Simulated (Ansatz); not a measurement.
**Ruthenium, dhcp under RPBE: ground state and equation of state**

The plan for ruthenium in the dhcp structure: relax it, solve it on a dense k-mesh, then scale the cell to 7 volumes from 88 to 112 % of the relaxed one and try a fit of the equation of state. Spin polarisation is left out. The k-meshes are 13×13×4 for the relaxation; 17×17×5 for the dense run; 15×15×4 for the volumes.

Computed with Ansatz 0.2.0 (DFT RPBE, plane waves (420 eV) with PAW, scalar-relativistic; the PAW data stem from PBE, with regenerated cores, unless a step says otherwise).

## 1. The structure to begin with

It takes space group P6_3/mmc (No. 194, hexagonal). The conventional cell has a = 2.676 Å, b = 2.676 Å, c = 8.741 Å, α = 90.00°, β = 90.00°, γ = 120.00°. Around Ru (site symmetry -3m) lie 12 Ru at 2.68 Å. Ru (site symmetry -6m2) is surrounded by 12 Ru at 2.68 Å.

As a file:

```xyz
4
Lattice="2.6763 0.0000 0.0000 -1.3382 2.3177 0.0000 0.0000 0.0000 8.7408" Properties=species:S:1:pos:R:3 pbc="T T T"
Ru    0.0000    0.0000    0.0000
Ru    0.0000    0.0000    4.3704
Ru    0.0000    1.5452    2.1852
Ru    1.3382    0.7726    6.5556
```

## 2. Geometry optimisation

File input.yaml:

```yaml
crystal:
  lattice:
    - [2.6763033576, 0.0, 0.0]
    - [-1.3381516788, 2.317746696, 0.0]
    - [0.0, 0.0, 8.7408067661]
  atoms:
    - { symbol: Ru, position: [0.0, 0.0, 0.0] }
    - { symbol: Ru, position: [0.0, 0.0, 0.5] }
    - { symbol: Ru, position: [0.3333333333, 0.6666666667, 0.25] }
    - { symbol: Ru, position: [0.6666666667, 0.3333333333, 0.75] }
hamiltonian:
  xc: rpbe
  pseudopotentials:
    kind: paw
    azcp:
      Ru: "pseudopotentials/Ru.paw.azcp"
basis:
  ecutwfc: 420
  fft_grid_basis: typed
kpoints:
  mp_grid: { grid: [13, 13, 4], shift: [0, 0, 0] }
magnetization:
  spin_polarized: false
scf:
  occupations: { method: fermi_dirac, width: 0.1 }
relax:
  max_steps: 60
  f_tol: 0.01
  cell: {}
```

The log of the run:

```text
Warning: RAYON_NUM_THREADS=2 ignored (pool sized by the plan → 2); use --threads N
Engine: ansatz 0.2.0, aarch64-unknown-linux-gnu
Pseudopotentials: kind: paw
Pseudopotential: Ru, paw, valence charge 16, recommended cutoff 420 eV (normal), <dir>
Functional definition: RPBE
  parameter kappa = 0.804
  parameter beta = 0.06672455060314922
  exchange = rpbe_x(kappa = kappa, mu = beta*pi^2/3)
  correlation = pbe_c(beta = beta)
Crystal: 4 atoms, lattice volume = 54.219 Å³
Basis set: ecut = 420 eV, 1091 PW (Γ), exchange–correlation on 36×36×120 points (8 copies of the dense FFT grid, shifted against one another)
Bands: 39, of which v1, the nominal top of the filled ones, is band 32 counted from 1 (31 counted from 0)
Symmetry: 24 space group operations
Space group: P63/mmc (ITA 194), of the structure as read, at distance tolerance 3.8e-5 Å
k-points: 63 of 676
Non-local potential: Ru, projectors of the file, l = 0: 3, l = 1: 2, l = 2: 2, l = 3: 1
PAW form: soft (Blöchl's): semilocal exchange-correlation on the pseudo side does not see the compensation charge
PAW frozen core: Ru, regenerated for the run's functional, and the local potential with it (the file was generated under x = pbe(κ = 0.804, μ = 0.2195149727645171), c = pbe(β = 0.06672455060314922))
PAW one-centre angular grid: Ru, 590 points (default); XC on 64 Gauss nodes
Initial density: superposition of atomic densities (neutral atoms: chi_scale 0, normalization atom), corrected by the library's trained network
Initial wavefunctions: pseudopotential atomic-orbital guess
Functional: x = rpbe, c = pbe(β = 0.06672455060314922)
SCF iter   1: F=—  HF=-23543.580071 eV  |F-HF|=—  |Δ(HF+E_count)|=         —  Δρ=8.51e-3  dr2=1.84e-2  ethr=1.77e-3  ⟨swp⟩=5.3  Hψ=8320  notcnv=0
preconditioner: auto → Kerker (q_TF=auto, 2.805 Å⁻¹)  [metal: Δε(μ)=0.008 eV  Ē_g=5.212 eV  σ=0.100 eV  W_gap=0.02  n_scr=24 (ndim 8)  ℏωp=28.5 eV  f_vac=0.000  D(μ)=4.98/eV (n_scr^D=64)]
SCF iter   2: F=—  HF=-23543.582313 eV  |F-HF|=—  |Δ(HF+E_count)|=   2.24e-3  Δρ=4.66e-3  dr2=5.07e-3  ethr=2.87e-5  ⟨swp⟩=2.2  Hψ=4475  notcnv=0
SCF iter   3: F=—  HF=-23543.583215 eV  |F-HF|=—  |Δ(HF+E_count)|=   9.03e-4  Δρ=5.22e-4  dr2=7.00e-5  ethr=7.93e-6  ⟨swp⟩=2.0  Hψ=3496  notcnv=0
SCF iter   4: F=—  HF=-23543.583309 eV  |F-HF|=—  |Δ(HF+E_count)|=   9.39e-5  Δρ=9.56e-5  dr2=4.45e-6  ethr=1.09e-7  ⟨swp⟩=2.1  Hψ=3681  notcnv=0
SCF iter   5: F=—  HF=-23543.583309 eV  |F-HF|=—  |Δ(HF+E_count)|=   4.48e-7  Δρ=2.85e-5  dr2=2.91e-7  ethr=6.95e-9  ⟨swp⟩=2.0  Hψ=3636  notcnv=0
SCF iter   6: F=-23543.583309 eV  HF=-23543.583309 eV  |F-HF|=2.42e-9  |Δ(HF+E_count)|=   1.24e-8  Δρ=6.08e-6  dr2=1.26e-8  ethr=1.56e-10  ⟨swp⟩=4.0  Hψ=8840  notcnv=0
SCF 1 converged in 6 iterations: F = -23543.583309 eV  dr2 = 1.26e-8
relax step   1: F+E_penalty+E_count = -23543.58330883 eV  Δ(F+E_penalty+E_count) = +0.000e0 eV  max|allowed force component| = 1.966e-17 eV/Å  Δτ_max = 0.0000 Å  P = +11.038 GPa  Ω = 54.219 Å³  (6 SCF iters, dr2 threshold 1.00e-7 eV, accepted)
Crystal: 4 atoms, lattice volume = 58.182 Å³
Basis set: ecut = 420 eV, 1157 PW (Γ), exchange–correlation on 36×36×120 points (8 copies of the dense FFT grid, shifted against one another)
Initial density: handed on by an earlier stage of this run
Initial wavefunctions: those handed on with the density
iter 1 solved again at ethr=2.47e-5 eV; its pass at ethr=3.10e-3 eV (dr2=1.58e-2 eV) is discarded
SCF iter   1: F=—  HF=-23543.596447 eV  |F-HF|=—  |Δ(HF+E_count)|=         —  Δρ=5.63e-3  dr2=1.62e-2  ethr=2.47e-5  ⟨swp⟩=2.2  Hψ=12670  notcnv=0
preconditioner: auto → Kerker (q_TF=auto, 2.772 Å⁻¹)  [metal: Δε(μ)=0.010 eV  Ē_g=4.726 eV  σ=0.100 eV  W_gap=0.03  n_scr=24 (ndim 8)  ℏωp=27.5 eV  f_vac=0.000  D(μ)=5.38/eV (n_scr^D=64)]
SCF iter   2: F=—  HF=-23543.594360 eV  |F-HF|=—  |Δ(HF+E_count)|=   2.09e-3  Δρ=3.24e-3  dr2=4.66e-3  ethr=2.47e-5  ⟨swp⟩=2.1  Hψ=3412  notcnv=0
SCF iter   3: F=—  HF=-23543.594034 eV  |F-HF|=—  |Δ(HF+E_count)|=   3.26e-4  Δρ=5.37e-4  dr2=9.73e-5  ethr=7.28e-6  ⟨swp⟩=2.0  Hψ=3443  notcnv=0
SCF iter   4: F=—  HF=-23543.594073 eV  |F-HF|=—  |Δ(HF+E_count)|=   3.93e-5  Δρ=7.98e-5  dr2=2.49e-6  ethr=1.52e-7  ⟨swp⟩=2.2  Hψ=4230  notcnv=0
iter 5 did not close the SCF: its close was put off for the readings that it lacked (scf_convergence_deferred on its scf_iter line)
SCF iter   5: F=-23543.594074 eV  HF=-23543.594074 eV  |F-HF|=6.40e-9  |Δ(HF+E_count)|=   6.21e-7  Δρ=1.45e-5  dr2=9.68e-8  ethr=3.89e-9  ⟨swp⟩=2.4  Hψ=4615  notcnv=0
SCF iter   6: F=-23543.594074 eV  HF=-23543.594074 eV  |F-HF|=4.03e-9  |Δ(HF+E_count)|=   1.22e-8  Δρ=4.76e-6  dr2=1.07e-8  ethr=1.51e-10  ⟨swp⟩=2.0  Hψ=7800  notcnv=0
SCF 2 converged in 6 iterations: F = -23543.594074 eV  dr2 = 1.07e-8
relax step   2: F+E_penalty+E_count = -23543.59407385 eV  Δ(F+E_penalty+E_count) = -1.077e-2 eV  max|allowed force component| = 1.966e-17 eV/Å  Δτ_max = 0.0000 Å  P = -9.291 GPa  Ω = 58.182 Å³  energy of the carried Pulay correction = -2.436e-3 eV  (6 SCF iters, dr2 threshold 4.00e-7 eV, accepted)
Crystal: 4 atoms, lattice volume = 56.323 Å³
Basis set: ecut = 420 eV, 1103 PW (Γ), exchange–correlation on 36×36×120 points (8 copies of the dense FFT grid, shifted against one another)
iter 1 solved again at ethr=6.55e-6 eV; its pass at ethr=3.10e-3 eV (dr2=4.19e-3 eV) is discarded
SCF iter   1: F=—  HF=-23543.661040 eV  |F-HF|=—  |Δ(HF+E_count)|=         —  Δρ=2.69e-3  dr2=3.59e-3  ethr=6.55e-6  ⟨swp⟩=2.5  Hψ=12218  notcnv=0
preconditioner: auto → Kerker (q_TF=auto, 2.787 Å⁻¹)  [metal: Δε(μ)=0.019 eV  Ē_g=4.961 eV  σ=0.100 eV  W_gap=0.05  n_scr=24 (ndim 8)  ℏωp=28.0 eV  f_vac=0.000  D(μ)=5.17/eV (n_scr^D=64)]
SCF iter   2: F=—  HF=-23543.660471 eV  |F-HF|=—  |Δ(HF+E_count)|=   5.69e-4  Δρ=1.52e-3  dr2=9.97e-4  ethr=5.60e-6  ⟨swp⟩=2.1  Hψ=3366  notcnv=0
SCF iter   3: F=—  HF=-23543.660364 eV  |F-HF|=—  |Δ(HF+E_count)|=   1.07e-4  Δρ=2.54e-4  dr2=1.84e-5  ethr=1.56e-6  ⟨swp⟩=2.0  Hψ=3454  notcnv=0
SCF iter   4: F=—  HF=-23543.660422 eV  |F-HF|=—  |Δ(HF+E_count)|=   5.84e-5  Δρ=3.20e-5  dr2=3.57e-7  ethr=2.88e-8  ⟨swp⟩=2.2  Hψ=4401  notcnv=0
iter 5 did not close the SCF: its close was put off for the readings that it lacked (scf_convergence_deferred on its scf_iter line)
SCF iter   5: F=-23543.660422 eV  HF=-23543.660422 eV  |F-HF|=1.46e-9  |Δ(HF+E_count)|=   1.29e-7  Δρ=6.63e-6  dr2=2.14e-8  ethr=5.58e-10  ⟨swp⟩=2.5  Hψ=4421  notcnv=0
SCF iter   6: F=-23543.660422 eV  HF=-23543.660422 eV  |F-HF|=5.17e-10  |Δ(HF+E_count)|=   1.60e-9  Δρ=1.87e-6  dr2=1.54e-9  ethr=3.34e-11  ⟨swp⟩=2.0  Hψ=7440  notcnv=0
SCF 3 converged in 6 iterations: F = -23543.660422 eV  dr2 = 1.54e-9
relax step   3: F+E_penalty+E_count = -23543.66042206 eV  Δ(F+E_penalty+E_count) = -6.635e-2 eV  max|allowed force component| = 2.602e-17 eV/Å  Δτ_max = 0.0000 Å  P = -0.839 GPa  Ω = 56.323 Å³  energy of the carried Pulay correction = -1.315e-3 eV  (6 SCF iters, dr2 threshold 4.00e-7 eV, accepted)
Crystal: 4 atoms, lattice volume = 56.159 Å³
iter 1 solved again at ethr=4.59e-8 eV; its pass at ethr=3.10e-3 eV (dr2=2.94e-5 eV) is discarded
SCF iter   1: F=—  HF=-23543.660971 eV  |F-HF|=—  |Δ(HF+E_count)|=         —  Δρ=2.35e-4  dr2=2.65e-5  ethr=4.59e-8  ⟨swp⟩=3.3  Hψ=11052  notcnv=0
preconditioner: auto → Kerker (q_TF=auto, 2.788 Å⁻¹)  [metal: Δε(μ)=0.018 eV  Ē_g=4.975 eV  σ=0.100 eV  W_gap=0.04  n_scr=24 (ndim 8)  ℏωp=28.0 eV  f_vac=0.000  D(μ)=5.15/eV (n_scr^D=64)]
SCF iter   2: F=—  HF=-23543.661026 eV  |F-HF|=—  |Δ(HF+E_count)|=   5.46e-5  Δρ=1.35e-4  dr2=7.64e-6  ethr=4.14e-8  ⟨swp⟩=1.8  Hψ=3146  notcnv=0
iter 3 did not close the SCF: its close was put off for the readings that it lacked (scf_convergence_deferred on its scf_iter line)
SCF iter   3: F=-23543.661025 eV  HF=-23543.661025 eV  |F-HF|=8.17e-9  |Δ(HF+E_count)|=   5.83e-7  Δρ=2.22e-5  dr2=1.51e-7  ethr=1.19e-8  ⟨swp⟩=2.0  Hψ=3432  notcnv=0
iter 4 did not close the SCF: its close was put off for the readings that it lacked (scf_convergence_deferred on its scf_iter line)
SCF iter   4: F=-23543.661025 eV  HF=-23543.661025 eV  |F-HF|=5.13e-10  |Δ(HF+E_count)|=   1.72e-8  Δρ=3.22e-6  dr2=3.64e-9  ethr=2.35e-10  ⟨swp⟩=2.1  Hψ=4266  notcnv=0
iter 5 did not close the SCF: its close was put off for the readings that it lacked (scf_convergence_deferred on its scf_iter line)
SCF iter   5: F=-23543.661025 eV  HF=-23543.661025 eV  |F-HF|=1.46e-11  |Δ(HF+E_count)|=  8.99e-10  Δρ=6.68e-7  dr2=1.80e-10  ethr=5.68e-12  ⟨swp⟩=2.2  Hψ=4380  notcnv=0
SCF iter   6: F=-23543.661025 eV  HF=-23543.661025 eV  |F-HF|=3.64e-12  |Δ(HF+E_count)|=  1.82e-11  Δρ=1.75e-7  dr2=1.32e-11  ethr=1.00e-12  ⟨swp⟩=1.0  Hψ=5166  notcnv=0
SCF 4 converged in 6 iterations: F = -23543.661025 eV  dr2 = 1.32e-11
relax step   4: F+E_penalty+E_count = -23543.66102502 eV  Δ(F+E_penalty+E_count) = -6.030e-4 eV  max|allowed force component| = 1.850e-17 eV/Å  Δτ_max = 0.0000 Å  P = -0.010 GPa  Ω = 56.159 Å³  energy of the carried Pulay correction = -1.214e-3 eV  (6 SCF iters, dr2 threshold 4.00e-7 eV, accepted)
Basis set: ecut = 420 eV, 1091 PW (Γ), exchange–correlation on 40×40×120 points (8 copies of the dense FFT grid, shifted against one another)
Initial wavefunctions: pseudopotential atomic-orbital guess (no wavefunctions were taken with the density)
iter 1 solved again at ethr=1.85e-8 eV; its pass at ethr=3.10e-3 eV (dr2=1.18e-5 eV) is discarded
SCF iter   1: F=—  HF=-23543.661943 eV  |F-HF|=—  |Δ(HF+E_count)|=         —  Δρ=1.34e-4  dr2=1.43e-6  ethr=1.85e-8  ⟨swp⟩=3.2  Hψ=15283  notcnv=0
SCF iter   2: F=—  HF=-23543.662021 eV  |F-HF|=—  |Δ(HF+E_count)|=   7.85e-5  Δρ=7.00e-5  dr2=3.57e-7  ethr=2.23e-9  ⟨swp⟩=2.2  Hψ=4440  notcnv=0
SCF iter   3: F=—  HF=-23543.662023 eV  |F-HF|=—  |Δ(HF+E_count)|=   1.16e-6  Δρ=4.58e-6  dr2=2.01e-9  ethr=5.57e-10  ⟨swp⟩=2.9  Hψ=4514  notcnv=0
SCF iter   4: F=—  HF=-23543.662023 eV  |F-HF|=—  |Δ(HF+E_count)|=   3.10e-9  Δρ=5.67e-7  dr2=7.32e-11  ethr=3.14e-12  ⟨swp⟩=2.0  Hψ=4336  notcnv=0
iter 5 did not close the SCF: its close was put off for the readings that it lacked (scf_convergence_deferred on its scf_iter line)
SCF iter   5: F=-23543.662023 eV  HF=-23543.662023 eV  |F-HF|=7.28e-12  |Δ(HF+E_count)|=  4.37e-11  Δρ=1.06e-7  dr2=3.58e-12  ethr=1.00e-12  ⟨swp⟩=1.0  Hψ=2457  notcnv=0
iter 6 did not close the SCF: its close was put off for the readings that it lacked (scf_convergence_deferred on its scf_iter line)
SCF iter   6: F=-23543.662023 eV  HF=-23543.662023 eV  |F-HF|=3.64e-12  |Δ(HF+E_count)|=  7.28e-12  Δρ=1.96e-8  dr2=8.18e-14  ethr=1.00e-12  ⟨swp⟩=1.0  Hψ=2457  notcnv=0
iter 7 did not close the SCF: its close was put off for the readings that it lacked (scf_convergence_deferred on its scf_iter line)
SCF iter   7: F=-23543.662023 eV  HF=-23543.662023 eV  |F-HF|=0.00e0  |Δ(HF+E_count)|=  3.64e-12  Δρ=6.07e-9  dr2=1.24e-14  ethr=1.00e-12  ⟨swp⟩=1.0  Hψ=2457  notcnv=0
iter 8 did not close the SCF: its close was put off for the readings that it lacked (scf_convergence_deferred on its scf_iter line)
SCF iter   8: F=-23543.662023 eV  HF=-23543.662023 eV  |F-HF|=3.64e-12  |Δ(HF+E_count)|=    0.00e0  Δρ=1.81e-9  dr2=8.88e-16  ethr=1.00e-12  ⟨swp⟩=1.0  Hψ=2457  notcnv=0
SCF iter   9: F=-23543.662023 eV  HF=-23543.662023 eV  |F-HF|=3.64e-12  |Δ(HF+E_count)|=  3.64e-12  Δρ=4.15e-10  dr2=3.31e-17  ethr=1.00e-12  ⟨swp⟩=1.7  Hψ=5266  notcnv=0
SCF 5 converged in 9 iterations: F = -23543.662023 eV  dr2 = 3.31e-17
relax step   5: F+E_penalty+E_count = -23543.66202251 eV  Δ(F+E_penalty+E_count) = -9.975e-4 eV  max|allowed force component| = 1.330e-17 eV/Å  Δτ_max = 0.0000 Å  P = -0.038 GPa  Ω = 56.159 Å³  stress off target by 4.16e-2 GPa  SCF on the basis re-selected at this cell (its energy is not comparable with the rows above)  (9 SCF iters)
basis re-selected at this cell: Δ(F+E_penalty+E_count) = -9.975e-4 eV, ΔP = -0.028 GPa vs the last step (what re-selecting the basis moved, of the pressure what is left beyond the Pulay correction that the steps carried, after the strain that the cell walked since its last selection, with what the two solves' SCF thresholds leave and, on support functions, any second-order correction that the steps lacked; it is no measure of the basis error at this ecutwfc). The dense FFT grid was sized anew with the basis: this SCF ran on 20×20×60 points, the steps before it on 18×18×60, so part of this shift can come from that change (see relax.cell in the input reference). This SCF's stress stands 4.16e-2 GPa from its target on what of the cell is left free (relax.cell.stress_tol is 5.00e-2 GPa) and its largest allowed force component is 1.33e-17 eV/Å (relax.f_tol is 1.00e-2 eV/Å): within both
SCF converged after 9 iterations
Free energy (F): -23543.662023 eV
Harris-Foulkes:  -23543.662023 eV  (|F-HF|=3.64e-12)
Internal energy: -23543.497183 eV  (E = F + TS)
E sigma→0 (E₀):  -23543.579603 eV
Entropy (-TS):   -0.164839 eV (-41.210 meV/atom)
Fermi energy:    22.643677 eV
--- Per-component energies (eV) ---
  E_band       = -260.303535
  E_kinetic    = 2053.348620
  E_local      = -5167.955502  (includes V_loc(G=0)·N_el)
  E_nonlocal   = 1368.689619
  E_hartree    = 1662.144264
  E_xc         = -761.620487
  E_vxc        = -954.998611  (∫ρ·V_xc dr)
  E_paw        = -13871.366471  (= ΣΔE_a)
  E_vpaw       = -883.675500  (= ΣTr[D̂ρ^β])
  E_aug_tail   = -0.000688  (compensation charges beyond the density's cutoff)
  E_ewald      = -8826.335750
  E_core_change = -0.400788  (= ΣΔE_core)
  E_smearing   = -0.164839  (= −TS)
  E_closure    = 0.000000  (closes the sum)
  Σ components = -23543.662023   (vs F -23543.662023, Δ=0.00e0)
--- Forces (eV/Å), atoms counted from 1 ---
  atom   1  Ru    -0.00000000    -0.00000000     0.00000000
  atom   2  Ru    -0.00000000     0.00000000     0.00000000
  atom   3  Ru     0.00000000    -0.00000000     0.00000000
  atom   4  Ru     0.00000000     0.00000000     0.00000000
  max |Σ_I F_I| component: 2.31e-18 eV/Å
--- Stress (GPa, compression-positive) ---
       -0.041555      -0.000000       0.000000
        0.000000      -0.041555       0.000000
        0.000000       0.000000      -0.032085
  P = ⅓ Tr σ = -0.0384 GPa (-0.384 kbar)
--- Relaxed structure (4 steps of the walk, 4 accepted, 1 SCFs on fresh bases) ---
  F+E_penalty+E_count = -23543.66202251 eV   max|allowed force component| = 1.330e-17 eV/Å   (the final SCF, on the basis selected at the relaxed cell)
  cell:  # Å, volume = 56.1590 Å³
    - [2.723422383577596, 0.0, 0.0]
    - [-1.361711191788798, 2.3585529694133665, 0.0]
    - [0.0, 0.0, 8.742966737823247]
  atoms:
    - { symbol: Ru, position: [7.994373889040713e-34, 5.258350902012658e-34, -8.606944469291074e-37] }
    - { symbol: Ru, position: [7.568144803799384e-34, 1.951865231940502e-34, 0.5] }
    - { symbol: Ru, position: [0.33333333333333326, 0.6666666666666666, 0.25] }
    - { symbol: Ru, position: [0.6666666666666667, 0.33333333333333326, 0.75] }
```

Run time: 14 s. Hardware: 2 threads of an Arm CPU, shared host; peak memory 0.39 GiB.

Relaxation path:

| step | energy change (meV/atom) | largest force (eV/Å) | pressure (GPa) | volume (Å³/atom) |
| --- | --- | --- | --- | --- |
| 1 | 0.00 | 0.0000 | 11.04 | 13.555 |
| 2 | -2.69 | 0.0000 | -9.29 | 14.545 |
| 3 | -19.28 | 0.0000 | -0.84 | 14.081 |
| 4 | -19.43 | 0.0000 | -0.01 | 14.040 |
| 5 | -19.68 | 0.0000 | -0.04 | 14.040 |

Steps that repeat a cell are solved on a basis chosen anew, so their changes of energy are no gain of the relaxation.

The cell of the run, before and after:

|  | before | after | change |
| --- | --- | --- | --- |
| a (Å) | 2.676 | 2.723 | +1.8 % |
| b (Å) | 2.676 | 2.723 | +1.8 % |
| c (Å) | 8.741 | 8.743 | +0.0 % |
| volume (Å³/atom) | 13.555 | 14.040 | +3.6 % |
| shortest distance (Å) | 2.676 | 2.693 | +0.6 % |
| space group (spins left aside) | P6_3/mmc | P6_3/mmc | same |

## 3. The energy on a finer k-mesh

File input.yaml:

```yaml
crystal:
  lattice:
    - [2.7234223836, 0.0, 0.0]
    - [-1.3617111918, 2.3585529694, 0.0]
    - [0.0, 0.0, 8.7429667378]
  atoms:
    - { symbol: Ru, position: [0.0, 0.0, 1.0] }
    - { symbol: Ru, position: [0.0, 0.0, 0.5] }
    - { symbol: Ru, position: [0.3333333333, 0.6666666667, 0.25] }
    - { symbol: Ru, position: [0.6666666667, 0.3333333333, 0.75] }
hamiltonian:
  xc: rpbe
  pseudopotentials:
    kind: paw
    azcp:
      Ru: "pseudopotentials/Ru.paw.azcp"
basis:
  ecutwfc: 420
  fft_grid_basis: typed
kpoints:
  mp_grid: { grid: [17, 17, 5], shift: [0, 0, 0] }
magnetization:
  spin_polarized: false
scf:
  occupations: { method: fermi_dirac, width: 0.1 }
```

The log of the run, shortened:

```text
Warning: RAYON_NUM_THREADS=2 ignored (pool sized by the plan → 2); use --threads N
[...]
[... 3 set-up lines as earlier in the session ...]
[...]
Crystal: 4 atoms, lattice volume = 56.159 Å³
Basis set: ecut = 420 eV, 1091 PW (Γ)
Bands: 39, of which v1, the nominal top of the filled ones, is band 32 counted from 1 (31 counted from 0)
[... 2 set-up lines as earlier in the session ...]
k-points: 99 of 1445
[...]
SCF iter   1: F=—  HF=-23543.664811 eV  |F-HF|=—  |Δ(HF+E_count)|=         —  Δρ=8.91e-3  dr2=1.66e-2  ethr=1.77e-3  ⟨swp⟩=5.1  Hψ=12592  notcnv=0
[...]
SCF iter   6: F=-23543.669243 eV  HF=-23543.669243 eV  |F-HF|=1.64e-9  |Δ(HF+E_count)|=   1.89e-8  Δρ=6.49e-6  dr2=1.37e-8  ethr=1.56e-10  ⟨swp⟩=3.0  Hψ=7978  notcnv=0
[...]
SCF converged after 6 iterations
Free energy (F): -23543.669243 eV
[...]
E sigma→0 (E₀):  -23543.589914 eV
Entropy (-TS):   -0.158658 eV (-39.664 meV/atom)
Fermi energy:    22.622239 eV
[...]
```

It took 3.5 s on 2 threads of an Arm CPU, shared host; peak memory 0.4 GiB.

## 4. At 88 % of the relaxed volume

input.yaml: that of step 3 with these lines changed.

```diff
@@ -2,5 +2,5 @@
   lattice:
-    - [2.7234223836, 0.0, 0.0]
-    - [-1.3617111918, 2.3585529694, 0.0]
-    - [0.0, 0.0, 8.7429667378]
+    - [2.6098120176, 0.0, 0.0]
+    - [-1.3049060088, 2.2601635063, 0.0]
+    - [0.0, 0.0, 8.3782448874]
   atoms:
@@ -20,3 +20,3 @@
 kpoints:
-  mp_grid: { grid: [17, 17, 5], shift: [0, 0, 0] }
+  mp_grid: { grid: [15, 15, 4], shift: [0, 0, 0] }
 magnetization:
@@ -25 +25,4 @@
   occupations: { method: fermi_dirac, width: 0.1 }
+  lower_state_search: "off"
+output:
+  stress: true
```

The log of the run, shortened:

```text
Warning: RAYON_NUM_THREADS=2 ignored (pool sized by the plan → 2); use --threads N
[...]
[... 3 set-up lines as earlier in the session ...]
[...]
Crystal: 4 atoms, lattice volume = 49.420 Å³
Basis set: ecut = 420 eV, 983 PW (Γ)
Bands: 39, of which v1, the nominal top of the filled ones, is band 32 counted from 1 (31 counted from 0)
[... 1 set-up line as earlier in the session ...]
Space group: P63/mmc (ITA 194), of the structure as read, at distance tolerance 3.7e-5 Å
k-points: 81 of 900
[...]
SCF iter   1: F=—  HF=-23542.750705 eV  |F-HF|=—  |Δ(HF+E_count)|=         —  Δρ=9.66e-3  dr2=2.44e-2  ethr=1.77e-3  ⟨swp⟩=5.8  Hψ=11608  notcnv=0
[...]
SCF iter   6: F=-23542.750878 eV  HF=-23542.750878 eV  |F-HF|=7.17e-9  |Δ(HF+E_count)|=   3.61e-8  Δρ=5.99e-6  dr2=1.85e-8  ethr=1.56e-10  ⟨swp⟩=4.0  Hψ=11038  notcnv=0
[...]
SCF converged after 6 iterations
Free energy (F): -23542.750878 eV
[...]
E sigma→0 (E₀):  -23542.691320 eV
Entropy (-TS):   -0.119117 eV (-29.779 meV/atom)
Fermi energy:    26.423158 eV
[...]
--- Stress (GPa, compression-positive) ---
       49.153026       0.000000       0.000000
        0.000000      49.153026      -0.000000
        0.000000      -0.000000      52.455379
  P = ⅓ Tr σ = 50.2538 GPa (502.538 kbar)
```

It took 3.3 s on 2 threads of an Arm CPU, shared host; peak memory 0.38 GiB.

[end of part 1 of 2]
